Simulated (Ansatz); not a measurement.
**Random displacements in Te2Mo**

The calculation used DFT r2SCAN, scalar-relativistic, plane waves, PAW in Ansatz. Settings: plane waves to 500 eV, k-mesh 12×12×2 (Γ-centred), Gaussian smearing 0.05 eV. Spin–orbit coupling is left out, which matters for the heavy elements here. No spin polarisation. Energies are free energies at this smearing, counted from the undisturbed cell; pressure is positive in compression.

Zero of the scan (as given, not relaxed at this level; this form isn't the usual structure):

```yaml
crystal:
  lattice:
    - [3.56023, 0.00000, 0.00000]
    - [-1.78012, 3.08325, 0.00000]
    - [0.00000, 0.00000, 17.52406]
  atoms:
    - { symbol: Te, position: [0.33333, 0.66667, 0.89786] }
    - { symbol: Te, position: [0.33333, 0.66667, 0.10214] }
    - { symbol: Mo, position: [0.00000, 0.00000, 0.00000] }
```

The cell holds layers and no dispersion correction was added, so their binding is poorly described.

The atoms are displaced (Å, in the unstrained cell):

```tsv
atom	ux	uy	uz
Te1	0.009	0.012	-0.057
Te2	-0.003	-0.010	-0.002
Mo3	-0.006	-0.002	0.059
```

Strain (Voigt, engineering shear): (0.0033, 0.0020, 0.0244, 0.0268, -0.0105, 0.0258).

(1) What are the energy change, the stress and the forces?

Results:

(1) ΔE = 55.9 meV/atom; stress (xx, yy, zz, yz, xz, xy; compression positive) (-0.90, -0.99, -2.68, -0.60, 0.49, -0.55) GPa; gap on the mesh 1.18 eV.
```
atom Fx (eV/Å) Fy Fz
 Te1      -0.12   0.14   1.65
 Te2       0.21  -0.25  -0.04
 Mo3      -0.08   0.11  -1.61
```

Cost: 1 run of about 1.8 core-minutes, on Arm Neoverse V2 (shared hosts).